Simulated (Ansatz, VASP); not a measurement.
## Cross-check of Nb (Nb wire along [100], 13 atoms a period) between VASP and Ansatz

One calculation is typed for both programs; each brings its own data sets. How far apart do they land? The structure shown is the start of the Ansatz relaxation below; VASP solves that cell, so the two are compared at the walk's first step.

Program: Ansatz 0.2.0. Level of theory: plane waves, with VASP 6.6.1 beside it; single point at PBE. Results are calculated unless marked as measured.

## 1. The starting structure

The cell holds 13 atoms: 13 Nb. Its edges and angles: a = 13.420 Å, b = 13.420 Å, c = 3.310 Å, α = 90.0°, β = 90.0°, γ = 90.0°. Vacuum lies along a and b. The structure's axis is c.

## 2. Ansatz: relaxation, PBE

Ansatz runs on its PAW soft_1 files.

The two programs are compared at the cell with which this relaxation starts, whose forces are those of its first step.

input.yaml reads:

```yaml
crystal:
  lattice:
    - [13.42, 0.0, 0.0]
    - [0.0, 13.42, 0.0]
    - [0.0, 0.0, 3.31]
  atoms:
    - { symbol: Nb, position: [0.253353204, 0.253353204, 0.0] }
    - { symbol: Nb, position: [0.253353204, 0.5, 0.0] }
    - { symbol: Nb, position: [0.253353204, 0.746646796, 0.0] }
    - { symbol: Nb, position: [0.5, 0.253353204, 0.0] }
    - { symbol: Nb, position: [0.5, 0.5, 0.0] }
    - { symbol: Nb, position: [0.5, 0.746646796, 0.0] }
    - { symbol: Nb, position: [0.746646796, 0.253353204, 0.0] }
    - { symbol: Nb, position: [0.746646796, 0.5, 0.0] }
    - { symbol: Nb, position: [0.746646796, 0.746646796, 0.0] }
    - { symbol: Nb, position: [0.376676602, 0.376676602, 0.5] }
    - { symbol: Nb, position: [0.376676602, 0.623323398, 0.5] }
    - { symbol: Nb, position: [0.623323398, 0.376676602, 0.5] }
    - { symbol: Nb, position: [0.623323398, 0.623323398, 0.5] }
kpoints:
  mp_grid: { grid: [1, 1, 25] }
scf:
  occupations: { method: fermi_dirac, width: 0.05 }
hamiltonian:
  xc: pbe
  pseudopotentials: { kind: paw, azcp: { folder: soft_1 } }
relax:
  cell: { fix: [a, b, alpha, beta, gamma] }
  max_steps: 45
  f_tol: 0.03
```

Launch:

```console
> ansatz run input.yaml --threads 4 --pin off --max-ram 16384MiB --backend cpu --events-out ev --progress --plain --runs-dir out
```

Numbers of over 12 decimals in the logs are rounded to 6 here.

The program printed:

```text
Engine: ansatz 0.2.0, aarch64-unknown-linux-gnu
Pseudopotentials: kind: paw
Pseudopotential: Nb, paw, valence charge 13, recommended cutoff 420 eV (normal), soft_1/Nb.paw.azcp
Functional definition: PBE
  parameter kappa = 0.804
  parameter beta = 0.066725
  exchange = pbe_x(kappa = kappa, mu = beta*pi^2/3)
  correlation = pbe_c(beta = beta)
Crystal: 13 atoms, lattice volume = 596.119 Å³
Basis set: ecut = 420 eV, 11687 PW (Γ), exchange–correlation on 180×180×48 points (8 copies of the dense FFT grid, shifted against one another)
Bands: 102, of which v1, the nominal top of the filled ones, is band 85 counted from 1 (84 counted from 0)
Symmetry: 16 space group operations
Space group: P4/mmm (ITA 123), of the structure as read, at distance tolerance 8.4e-5 Å
k-points: 13 of 25
Non-local potential: Nb, projectors of the file, l = 0: 3, l = 1: 2, l = 2: 2, l = 3: 1
PAW form: soft (Blöchl's): semilocal exchange-correlation on the pseudo side does not see the compensation charge
PAW one-centre angular grid: Nb, 590 points (default); XC on 64 Gauss nodes
Initial density: superposition of atomic densities (neutral atoms: chi_scale 0, normalization atom)
Initial wavefunctions: pseudopotential atomic-orbital guess
Functional: x = pbe(κ = 0.804, μ = 0.219515), c = pbe(β = 0.066725)
SCF iter   1: F=—  HF=-59181.619577 eV  |F-HF|=—  |Δ(HF+E_count)|=         —  Δρ=7.31e-2  dr2=2.79e2  ethr=3.10e-3  ⟨swp⟩=8.9  Hψ=5658  notcnv=0
preconditioner: auto → LDOS  [metal: Δε(μ)=0.023 eV  Ē_g=3.516 eV  σ=0.050 eV  W_gap=0.11  n_scr=110 (ndim 8)  ℏωp=12.3 eV  f_vac=0.384  D(μ)=24.80/eV (n_scr^D=222)  β→1.0]
SCF iter   2: F=—  HF=-59161.713394 eV  |F-HF|=—  |Δ(HF+E_count)|=    1.99e1  Δρ=4.72e-2  dr2=6.60e1  ethr=3.10e-3  ⟨swp⟩=6.5  Hψ=4215  notcnv=0  defer=2
SCF iter   3: F=—  HF=-59160.256731 eV  |F-HF|=—  |Δ(HF+E_count)|=    1.46e0  Δρ=1.77e-2  dr2=1.47e1  ethr=3.10e-3  ⟨swp⟩=4.5  Hψ=3128  notcnv=0  defer=9
SCF iter   4: F=—  HF=-59159.533572 eV  |F-HF|=—  |Δ(HF+E_count)|=   7.23e-1  Δρ=4.23e-3  dr2=3.68e-1  ethr=3.10e-3  ⟨swp⟩=3.2  Hψ=1798  notcnv=0  defer=4
SCF iter   5: F=—  HF=-59159.519721 eV  |F-HF|=—  |Δ(HF+E_count)|=   1.39e-2  Δρ=2.03e-3  dr2=1.71e-1  ethr=2.18e-4  ⟨swp⟩=4.7  Hψ=2603  notcnv=0  defer=3
SCF iter   6: F=—  HF=-59159.516729 eV  |F-HF|=—  |Δ(HF+E_count)|=   2.99e-3  Δρ=1.39e-3  dr2=3.08e-2  ethr=1.01e-4  ⟨swp⟩=1.8  Hψ=1392  notcnv=0  defer=4
SCF iter   7: F=—  HF=-59159.517175 eV  |F-HF|=—  |Δ(HF+E_count)|=   4.47e-4  Δρ=3.25e-4  dr2=4.05e-3  ethr=1.82e-5  ⟨swp⟩=2.5  Hψ=1682  notcnv=0  defer=1
SCF iter   8: F=—  HF=-59159.517388 eV  |F-HF|=—  |Δ(HF+E_count)|=   2.12e-4  Δρ=1.73e-4  dr2=3.18e-4  ethr=2.39e-6  ⟨swp⟩=2.2  Hψ=1733  notcnv=0  defer=1
SCF iter   9: F=—  HF=-59159.517458 eV  |F-HF|=—  |Δ(HF+E_count)|=   7.01e-5  Δρ=6.47e-5  dr2=8.39e-5  ethr=1.88e-7  ⟨swp⟩=2.2  Hψ=1593  notcnv=0  defer=1
SCF iter  10: F=—  HF=-59159.517768 eV  |F-HF|=—  |Δ(HF+E_count)|=   3.10e-4  Δρ=1.85e-5  dr2=7.47e-6  ethr=4.96e-8  ⟨swp⟩=2.0  Hψ=1628  notcnv=0  defer=1
SCF iter  11: F=—  HF=-59159.517768 eV  |F-HF|=—  |Δ(HF+E_count)|=   3.13e-7  Δρ=4.55e-6  dr2=2.12e-7  ethr=4.42e-9  ⟨swp⟩=2.2  Hψ=1807  notcnv=0  defer=1
SCF iter  12: F=-59159.517768 eV  HF=-59159.517768 eV  |F-HF|=3.47e-8  |Δ(HF+E_count)|=   9.70e-8  Δρ=1.89e-6  dr2=5.95e-8  ethr=5.92e-11  ⟨swp⟩=5.9  Hψ=5062  notcnv=0
SCF 1 converged in 12 iterations: F = -59159.517768 eV  dr2 = 5.95e-8
  greatest PAW one-centre occupation: 0.998 electrons in one spin orbital (limit 2), on the Nb atom at site 12 (counted from 0), in its partial waves of l = 0
relax step   1: F+E_penalty+E_count = -59159.51776824 eV  Δ(F+E_penalty+E_count) = +0.000e0 eV  max|allowed force component| = 1.914e0 eV/Å  Δτ_max = 0.0000 Å  P = -6.492 GPa  Ω = 596.119 Å³  fix = [a, b, alpha, beta, gamma]  reactions: a -6.114, b -6.114 GPa  (12 SCF iters, dr2 threshold 1.00e-7 eV, accepted)
[...]
relax step   5: F+E_penalty+E_count = -59162.55627074 eV  Δ(F+E_penalty+E_count) = -7.958e-3 eV  max|allowed force component| = 1.100e-1 eV/Å  Δτ_max = 0.0228 Å  P = +0.023 GPa  Ω = 586.381 Å³  energy of the carried Pulay correction = +4.958e-4 eV  fix = [a, b, alpha, beta, gamma]  reactions: a +0.036, b +0.036 GPa  (7 SCF iters, dr2 threshold 7.24e-7 eV, accepted)
[...]
relax step   6: F+E_penalty+E_count = -59162.55856244 eV  Δ(F+E_penalty+E_count) = -2.292e-3 eV  max|allowed force component| = 1.648e-2 eV/Å  Δτ_max = 0.0060 Å  P = +0.015 GPa  Ω = 586.495 Å³  energy of the carried Pulay correction = +4.899e-4 eV  fix = [a, b, alpha, beta, gamma]  reactions: a +0.016, b +0.016 GPa  (7 SCF iters, dr2 threshold 7.57e-7 eV, accepted)
[...]
relax step   7: F+E_penalty+E_count = -59162.55803292 eV  Δ(F+E_penalty+E_count) = +5.295e-4 eV  max|allowed force component| = 1.641e-2 eV/Å  Δτ_max = 0.0000 Å  P = +0.016 GPa  Ω = 586.495 Å³  fix = [a, b, alpha, beta, gamma]  reactions: a +0.018, b +0.018 GPa  stress off target by 1.31e-2 GPa on what of the cell is left free  SCF on the basis re-selected at this cell (its energy is not comparable with the rows above)  (7 SCF iters)
basis re-selected at this cell: Δ(F+E_penalty+E_count) = +5.295e-4 eV, ΔP = +0.001 GPa vs the last step (what re-selecting the basis moved, of the pressure what is left beyond the Pulay correction that the steps carried, after the strain that the cell walked since its last selection, with what the two solves' SCF thresholds leave and, on support functions, any second-order correction that the steps lacked; it is no m [...]
SCF converged after 7 iterations
Free energy (F): -59162.558033 eV
Harris-Foulkes:  -59162.558033 eV  (|F-HF|=7.28e-12)
Internal energy: -59162.362144 eV  (E = F + TS)
E sigma→0 (E₀):  -59162.460088 eV
Entropy (-TS):   -0.195889 eV (-15.068 meV/atom)
Fermi energy:    5.335486 eV
--- Per-component energies (eV) ---
  E_band       = -3016.082753
  E_kinetic    = 4843.429906
  E_local      = -57584.178622  (includes V_loc(G=0)·N_el)
  E_nonlocal   = 1255.281482
  E_hartree    = 26297.996429
  E_xc         = -2138.966838
  E_vxc        = -2587.345491  (∫ρ·V_xc dr)
  E_paw        = -40074.791624  (= ΣΔE_a)
  E_vpaw       = -1539.262322  (= ΣTr[D̂ρ^β])
  E_aug_tail   = 0.000566  (compensation charges beyond the density's cutoff)
  E_ewald      = 8238.866557
  E_smearing   = -0.195889  (= −TS)
  E_closure    = -0.000000  (closes the sum)
  Σ components = -59162.558033   (vs F -59162.558033, Δ=0.00e0)
--- Forces (eV/Å), atoms counted from 1 ---
  atom   1  Nb     0.01212561     0.01212561     0.00000000
  atom   2  Nb    -0.00121162     0.00000000     0.00000000
  atom   3  Nb     0.01212561    -0.01212561     0.00000000
  atom   4  Nb     0.00000000    -0.00121162     0.00000000
  atom   5  Nb     0.00000000     0.00000000     0.00000000
  atom   6  Nb     0.00000000     0.00121162     0.00000000
  atom   7  Nb    -0.01212561     0.01212561     0.00000000
  atom   8  Nb     0.00121162     0.00000000     0.00000000
  atom   9  Nb    -0.01212561    -0.01212561     0.00000000
  atom  10  Nb    -0.01641203    -0.01641203     0.00000000
  atom  11  Nb    -0.01641203     0.01641203     0.00000000
  atom  12  Nb     0.01641203    -0.01641203     0.00000000
  atom  13  Nb     0.01641203     0.01641203     0.00000000
  max |Σ_I F_I| component: 3.47e-18 eV/Å
--- Stress (GPa, compression-positive) ---
        0.017735       0.000000       0.000000
        0.000000       0.017735       0.000000
        0.000000       0.000000       0.013083
  P = ⅓ Tr σ = 0.0162 GPa (0.162 kbar)
--- Relaxed structure (6 steps of the walk, 6 accepted, 1 SCFs on fresh bases) ---
  F+E_penalty+E_count = -59162.55803292 eV   max|allowed force component| = 1.641e-2 eV/Å   (the final SCF, on the basis selected at the relaxed cell)
  cell:  # Å, volume = 586.4954 Å³
    - [13.42, 0.0, 0.0]
    - [0.0, 13.42, 0.0]
    - [0.0, 0.0, 3.256564]
  atoms:
    - { symbol: Nb, position: [0.280089, 0.280089, 0.0] }
    - { symbol: Nb, position: [0.250817, 0.5, 0.0] }
    - { symbol: Nb, position: [0.280089, 0.719911, 0.0] }
    - { symbol: Nb, position: [0.5, 0.250817, 0.0] }
    - { symbol: Nb, position: [0.5, 0.5, 0.0] }
    - { symbol: Nb, position: [0.5, 0.749183, 0.0] }
    - { symbol: Nb, position: [0.719911, 0.280089, 0.0] }
    - { symbol: Nb, position: [0.749183, 0.5, 0.0] }
    - { symbol: Nb, position: [0.719911, 0.719911, 0.0] }
    - { symbol: Nb, position: [0.382471, 0.382471, 0.500000] }
    - { symbol: Nb, position: [0.382471, 0.617529, 0.500000] }
    - { symbol: Nb, position: [0.617529, 0.382471, 0.500000] }
    - { symbol: Nb, position: [0.617529, 0.617529, 0.500000] }
```

## 3. VASP: single point, PBE, start cell

The same cell, functional, mesh and smearing now go to VASP, with its own data sets.

Lines of VASP's logs that name or quote its potential files are left out, and so is its time.

INCAR reads:

```
SYSTEM = Nb
PREC = Accurate
ENCUT = 400
EDIFF = 1E-06
NELM = 120
ISMEAR = -1
SIGMA = 0.05
LREAL = .FALSE.
ALGO = Normal
GGA = PE
NBANDS = 104
LASPH = .TRUE.
LORBIT = 11
LWAVE = .FALSE.
LCHARG = .FALSE.
ISIF = 2
GGA_COMPAT = .FALSE.
KPAR = 4
```

POSCAR reads:

```
Nb
1.0
   13.4200000000      0.0000000000      0.0000000000
    0.0000000000     13.4200000000      0.0000000000
    0.0000000000      0.0000000000      3.3100000000
Nb
13
Direct
    0.2533532042      0.2533532042      0.0000000000
    0.2533532042      0.5000000000      0.0000000000
    0.2533532042      0.7466467958      0.0000000000
    0.5000000000      0.2533532042      0.0000000000
    0.5000000000      0.5000000000      0.0000000000
    0.5000000000      0.7466467958      0.0000000000
    0.7466467958      0.2533532042      0.0000000000
    0.7466467958      0.5000000000      0.0000000000
    0.7466467958      0.7466467958      0.0000000000
    0.3766766021      0.3766766021      0.5000000000
    0.3766766021      0.6233233979      0.5000000000
    0.6233233979      0.3766766021      0.5000000000
    0.6233233979      0.6233233979      0.5000000000
```

KPOINTS reads:

```
Automatic mesh
0
Gamma
1 1 25
0 0 0
```

PAW data sets: Nb_sv (PBE family, release 64).

Launch:

```console
> mpirun -np 4 vasp_std
```

The program printed:

```text
[banner, memory and clock lines left out]
running    4 mpi-ranks, on    1 nodes
 distrk:  each k-point on    1 cores,    4 groups
 distr:  one band on    1 cores,    1 groups

 POSCAR found type information on POSCAR Nb
 POSCAR found :  1 types and      13 ions
 LDA part: xc-table for (Slater+PW92), standard interpolation
 POSCAR, INCAR and KPOINTS ok, starting setup
 FFT: planning ... GRIDC
 FFT: planning ... GRID_SOFT
 FFT: planning ... GRID
 WAVECAR not read
 entering main loop
       N       E                     dE             d eps       ncg     rms          rms(c)
DAV:   1     0.162744983274E+04    0.16274E+04   -0.84027E+04  3424   0.125E+03
DAV:   2     0.539249802924E+02   -0.15735E+04   -0.15247E+04  3296   0.508E+02
DAV:   3    -0.112745789206E+03   -0.16667E+03   -0.16253E+03  4392   0.102E+02
DAV:   4    -0.132378191676E+03   -0.19632E+02   -0.19207E+02  4976   0.332E+01
DAV:   5    -0.134438116206E+03   -0.20599E+01   -0.20245E+01  4344   0.855E+00    0.262E+01
DAV:   6    -0.166532889614E+03   -0.32095E+02   -0.43151E+02  4376   0.464E+01    0.382E+01
DAV:   7    -0.116428263611E+03    0.50105E+02   -0.22550E+02  4216   0.390E+01    0.156E+01
DAV:   8    -0.114576681006E+03    0.18516E+01   -0.60704E+01  4408   0.176E+01    0.881E+00
DAV:   9    -0.112275123069E+03    0.23016E+01   -0.10363E+01  4256   0.953E+00    0.455E+00
DAV:  10    -0.112198391251E+03    0.76732E-01   -0.21010E+00  4336   0.425E+00    0.355E+00
DAV:  11    -0.112184376000E+03    0.14015E-01   -0.42689E-01  4168   0.249E+00    0.190E+00
DAV:  12    -0.112176472365E+03    0.79036E-02   -0.15584E-01  4584   0.177E+00    0.454E-01
DAV:  13    -0.112177592193E+03   -0.11198E-02   -0.60150E-02  4552   0.689E-01    0.302E-01
DAV:  14    -0.112181742641E+03   -0.41504E-02   -0.15462E-02  4216   0.381E-01    0.131E-01
DAV:  15    -0.112183798705E+03   -0.20561E-02   -0.28893E-03  3920   0.156E-01    0.638E-02
DAV:  16    -0.112184956049E+03   -0.11573E-02   -0.96593E-04  3888   0.793E-02    0.437E-02
DAV:  17    -0.112185641856E+03   -0.68581E-03   -0.69916E-04  3472   0.644E-02    0.295E-02
DAV:  18    -0.112185772655E+03   -0.13080E-03   -0.23969E-04  4288   0.340E-02    0.111E-02
DAV:  19    -0.112185808462E+03   -0.35807E-04   -0.31137E-05  3032   0.156E-02    0.470E-03
DAV:  20    -0.112185814611E+03   -0.61484E-05   -0.13799E-05  2728   0.866E-03    0.452E-03
DAV:  21    -0.112185815374E+03   -0.76320E-06   -0.44100E-06  2464   0.602E-03
   1 F= -.11218582E+03 E0= -.11207296E+03  d E =-.225717E+00
```

[end of part 1 of 2]

[Lines on the potential files, build, host, timing and source positions are cut from VASP's logs without a mark.]

[Logs are printed without paths, hosts, clocks, repeated set-up lines and the standing remarks that a program may print on its own settings, such as how far it seeks lower states.]

[Hosts, paths, dates, database ids (printed as entryN), source tags and the programs' standing remarks are cut or masked in the printed files.]
